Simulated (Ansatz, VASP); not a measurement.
Two plane-wave programs on AlN

```xyz
4
Lattice="3.1067 0.0000 0.0000 -1.5533 2.6905 0.0000 0.0000 0.0000 4.9786" Properties=species:S:1:pos:R:3 pbc="T T T"
Al    0.0000    1.7937   -0.0164
Al    1.5533    0.8968    2.4729
N     0.0000    1.7937    1.8834
N     1.5533    0.8968    4.3727
```

The cell was built by a generator and needn't be a form met in nature.

Alike in both runs: task single point; functional r2SCAN; k mesh 6 × 6 × 4; no spin polarisation.

|  | VASP | Ansatz |
| --- | --- | --- |
| version | VASP 6.6.1 | Ansatz 0.2.0 |
| potentials or method | VASP PAW PBE potentials, release 64 (Al, N) | plane waves, PAW |
| plane-wave cutoff (eV) | 520 | 500 |
| occupations | gaussian, width 0.01 eV | fixed |
| valence electrons in the cell | 16 | 16 |

```tsv
	VASP	Ansatz	Ansatz less VASP
gap on the k mesh at the Fermi level (eV)	4.92	4.88	-0.040
pressure (GPa)	-0.4	0.0	+0.39
```

Caveats: the PAW data sets were made with another functional, which shifts forces and pressure a little (VASP). r2SCAN opens gaps a little over a GGA but as a rule still falls short of measured ones.
